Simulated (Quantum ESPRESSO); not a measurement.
Pd: phonons with PBE

The system is Pd.

```
CELL_PARAMETERS angstrom
0.00000 1.94650 1.94650
1.94650 0.00000 1.94650
1.94650 1.94650 0.00000
ATOMIC_POSITIONS crystal
Pd 0.00000 0.00000 0.00000
```

```json
{
  "Program": "Quantum ESPRESSO 7.5",
  "Task": "phonons",
  "Functional": "PBE",
  "Potentials or basis": "Ansatz NC SR PBE",
  "Cutoff": "1116 eV",
  "Density cutoff": "4463 eV",
  "k mesh": "10 × 10 × 10",
  "Occupations": "cold, width 0.2 eV",
  "Spin": "no spin polarisation",
  "Mixing beta": "0.5",
  "Most SCF iterations": "120",
  "SCF threshold": "2e-10 Ry"
}
```

| Item | Value |
| --- | --- |
| Relaxed volume | 15.27 Å³/atom |
| Relaxed cell | a = 2.785 Å, b = 2.785 Å, c = 2.785 Å, α = 60.00°, β = 60.00°, γ = 60.00° |
| Space group after relaxing (to 0.05 Å) | Fm-3m (No. 225) |
| Pressure after relaxing | 0.1 GPa |
| Band gap on the k mesh | none (metal or under the smearing width) |
| Highest phonon frequency at the q point run | 214 cm⁻¹ |

Step by step:
| step | energy change (eV) | largest force (eV/Å) | pressure (GPa) | volume (Å³) |
| --- | --- | --- | --- | --- |
| 1 | 0.0000 | 0.0000 | 6.67 | 14.75 |
| 2 | -0.0105 | 0.0000 | 0.20 | 15.26 |
| 3 | -0.0106 | 0.0000 | 0.00 | 15.27 |

Final structure:
```xyz
1
Lattice="0.0000 1.9693 1.9693 1.9693 0.0000 1.9693 1.9693 1.9693 0.0000" Properties=species:S:1:pos:R:3 pbc="T T T"
Pd    0.0000    0.0000    0.0000
```

Levels at points of the mesh, in eV from the Fermi level:
| k point | band 5 | band 6 | band 7 | band 8 | band 9 | band 10 | band 11 | band 12 | band 13 | band 14 |
| --- | --- | --- | --- | --- | --- | --- | --- | --- | --- | --- |
| (0.00, 0.00, 0.00) | -6.90 | -2.70 | -2.70 | -2.70 | -1.17 | -1.17 | 16.99 | 21.52 | 21.52 | 21.52 |
| (0.00, 0.00, -0.50) | -5.05 | -2.74 | -2.74 | -0.03 | -0.03 | 1.07 | 7.04 | 16.38 | 20.60 | 20.60 |
| (0.00, -0.50, -0.50) | -5.12 | -4.85 | -0.06 | 0.26 | 0.26 | 3.33 | 10.40 | 12.98 | 12.98 | 21.04 |

Phonon frequencies in cm⁻¹ (negative: imaginary):
```tsv
q point	frequencies
(0.500, 0.000, 0.500)	156 156 214
```

Phonon modes at q = (0.500, 0.000, 0.500) in reciprocal lattice units:
```csv
mode,symmetry,cm⁻¹
1,E_u,156
2,E_u,156
3,A_2u,214
```

It took 3.5 min on 1 thread of Arm Neoverse V2, on a shared host, peak memory 0.09 GiB.

Caveat: the mesh is thin for the phonons of a metal.
